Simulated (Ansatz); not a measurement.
The calculation used Ansatz 0.2.0, DFT PBE, scalar-relativistic, plane waves, PAW. Settings: cutoff 420 eV, Γ-centred meshes spaced at most about 0.3 Å⁻¹, and about 0.25 Å⁻¹ or finer for metals (2π included), Gaussian smearing. No spin polarisation.

Each guess is relaxed in cell and atoms at zero pressure, on a coarse mesh first where it starts far from rest and then on a converged one. The steps can't lower the symmetry of the start, but it can rise. Energies are static (0 K, no zero-point motion).

Two unrelaxed guesses for Al4Cu:

A.

```xyz
5
Lattice="-2.6170 2.6170 2.6170 2.6170 -2.6170 2.6170 2.6170 2.6170 -2.6170" Properties=species:S:1:pos:R:3 pbc="T T T"
Al    1.3085    1.3085    1.3085
Al   -1.3085    1.3085    1.3085
Al    1.3085    1.3085   -1.3085
Al    1.3085   -1.3085    1.3085
Cu    0.0000    0.0000    0.0000
```

B.

```xyz
5
Lattice="-2.8707 2.8707 2.8707 2.8707 -2.8707 2.8707 2.8707 2.8707 -2.8707" Properties=species:S:1:pos:R:3 pbc="T T T"
Al    1.0036    1.0036    1.0036
Al   -1.8671    1.8671    1.8671
Al    1.8671    1.8671   -1.8671
Al    1.8671   -1.8671    1.8671
Cu    0.0000    0.0000    0.0000
```

Question: Do they relax into the same structure? If not, which is lower?

Answer: Yes. Both fall into one structure. A: Im-3m at 14.3 Å³/atom → Im-3m at 18.3 Å³/atom; B: I-43m at 18.9 Å³/atom → Im-3m at 18.3 Å³/atom. Conventional cell: a = 5.682 Å. Al is surrounded by 2 Cu at 2.46 Å and 6 Al at 2.84 Å; around Cu lie 8 Al at 2.46 Å.

```yaml
crystal:
  lattice:
    - [-2.84091, 2.84091, 2.84091]
    - [2.84091, -2.84091, 2.84091]
    - [2.84091, 2.84091, -2.84091]
  atoms:
    - { symbol: Al, position: [0.50000, 0.50000, 0.50000] }
    - { symbol: Al, position: [0.50000, 0.00000, 0.00000] }
    - { symbol: Al, position: [0.00000, 0.00000, 0.50000] }
    - { symbol: Al, position: [0.00000, 0.50000, 0.00000] }
    - { symbol: Cu, position: [0.00000, 0.00000, 0.00000] }
```

Ends held by symmetry can be saddle points. This end isn't the lowest form computed: that has Al and Cu ordered on fcc sites, space group I4/mmm (No. 139) and lies 209 meV/atom below it. Even the lowest of the cells shown lies +0.14 eV/atom against the elements. Some types were kept out of the candidates beforehand, so the set may lack a known form.
